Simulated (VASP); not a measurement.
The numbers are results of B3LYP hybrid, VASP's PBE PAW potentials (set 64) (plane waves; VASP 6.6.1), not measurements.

Input for VASP

**KPOINTS**
```
Automatic mesh
0
Gamma
3 3 3
0 0 0
```

### INCAR
```
SYSTEM = BaF2
PREC = Accurate
ENCUT = 400
EDIFF = 1E-6
NELM = 100
ALGO = Normal
LREAL = .FALSE.
LASPH = .TRUE.
ISMEAR = 0
SIGMA = 0.01
GGA = B3
AEXX = 0.2
AGGAX = 0.72
AGGAC = 0.81
ALDAC = 0.19
HFRCUT = -1
LHFCALC = .TRUE.
PRECFOCK = Fast
ISYM = 3
LMAXMIX = 4
LWAVE = .FALSE.
LCHARG = .FALSE.
ISIF = 2
```

POSCAR:
```
BaF2
1
    0.0000000000     3.0811140000     3.0811140000
    3.0811140000     0.0000000000     3.0811140000
    3.0811140000     3.0811140000     0.0000000000
Ba F
1 2
Direct
  0.0000000000   0.0000000000   0.0000000000
  0.2500000000   0.2500000000   0.2500000000
  0.7500000000   0.7500000000   0.7500000000
```

POTCAR, in this order: Ba_sv F (PBE.64 set). Program: vasp_std.

Output

File OSZICAR:
```
       N       E                     dE             d eps       ncg     rms          rms(c)
DAV:   1    -0.120741092199E+04   -0.12074E+04   -0.11939E+04   128   0.114E+03
DAV:   2    -0.136924820535E+04   -0.16184E+03   -0.16100E+03   168   0.278E+02
DAV:   3    -0.137503123356E+04   -0.57830E+01   -0.57795E+01   160   0.600E+01
DAV:   4    -0.137508503592E+04   -0.53802E-01   -0.53799E-01   184   0.520E+00
DAV:   5    -0.226039790050E+02    0.13525E+04   -0.26180E+00   152   0.142E+01    0.925E+00
DAV:   6    -0.200029448018E+02    0.26010E+01   -0.90289E+00   128   0.280E+01    0.431E+00
DAV:   7    -0.201782164232E+02   -0.17527E+00   -0.15990E+00   136   0.923E+00    0.343E+00
DAV:   8    -0.201205419704E+02    0.57674E-01   -0.90963E-02   144   0.283E+00    0.166E+00
DAV:   9    -0.201071209280E+02    0.13421E-01   -0.37416E-02   128   0.177E+00    0.802E-01
DAV:  10    -0.201035937780E+02    0.35271E-02   -0.19105E-03   136   0.462E-01    0.493E-01
DAV:  11    -0.201023993748E+02    0.11944E-02   -0.14074E-03   128   0.286E-01    0.317E-01
DAV:  12    -0.201021993134E+02    0.20006E-03   -0.45990E-04   136   0.171E-01    0.196E-01
DAV:  13    -0.201021711807E+02    0.28133E-04   -0.11327E-04   128   0.102E-01    0.118E-01
DAV:  14    -0.201021723564E+02   -0.11757E-05   -0.41919E-05   128   0.642E-02    0.719E-02
DAV:  15    -0.201021739942E+02   -0.16378E-05   -0.16206E-05   128   0.377E-02    0.449E-02
DAV:  16    -0.201021736225E+02    0.37174E-06   -0.64730E-06   128   0.228E-02
   1 F= -.20102174E+02 E0= -.20102174E+02  d E =-.585349E-32
```

**OUTCAR**
```
------------------------ aborting loop because EDIFF is reached ----------------------------------------
  FORCE on cell =-STRESS in cart. coord.  units (eV):
  Direction    XX          YY          ZZ          XY          YZ          ZX
  --------------------------------------------------------------------------------------
  Total       -0.7543615     -0.7543615     -0.7543615      0.0000000      0.0000000     -0.0000000
  in kB      -20.6603096    -20.6603096    -20.6603096      0.0000000      0.0000000     -0.0000000
  external PRESSURE =     -20.6603096 kB  Pullay stress =       0.0000000 kB
  volume of cell :       58.50
      direct lattice vectors                 reciprocal lattice vectors
     0.000000000  3.081114000  3.081114000    -0.162278968  0.162278968  0.162278968
     3.081114000  0.000000000  3.081114000     0.162278968 -0.162278968  0.162278968
     3.081114000  3.081114000  0.000000000     0.162278968  0.162278968 -0.162278968
 POSITION                                       TOTAL-FORCE (eV/Angst)
 -----------------------------------------------------------------------------------
      0.00000      0.00000      0.00000        -0.000000     -0.000000     -0.000000
      1.54056      1.54056      1.54056        -0.000000     -0.000000     -0.000000
      4.62167      4.62167      4.62167         0.000000      0.000000      0.000000
 -----------------------------------------------------------------------------------
    total drift:                                0.000000      0.000000     -0.000001
  FREE ENERGIE OF THE ION-ELECTRON SYSTEM (eV)
  ---------------------------------------------------
  free  energy   TOTEN  =       -20.1021736225 eV

  energy  without entropy=      -20.1021736225  energy(sigma->0) =      -20.10217362

  exchange ACFDT corr.  =         0.00000000  see jH, gK, PRB 81, 115126
```
(Selected blocks of OUTCAR.)

At this cut-off the stress carries a Pulay error, which pulls relaxed volumes low.

The structure comes from a computed database's BaF2 entry; how it stands against other phases isn't given here. The cell was not relaxed at this level. The k-mesh is coarse (spacing up to 0.59 per Å, 2π included), so the numbers may not be converged in it. The run is one of a series of settings (AEXX = 0.2, AGGAC = 0.81, AGGAX = 0.72, ALDAC = 0.19, GGA = B3, HFRCUT = -1, ISYM = 3, LHFCALC = .TRUE., PRECFOCK = Fast, KPOINTS 3×3×3 Γ-centred mesh, POTCAR Ba_sv F (PBE.64 set) against the base run), some of them coarse on purpose.
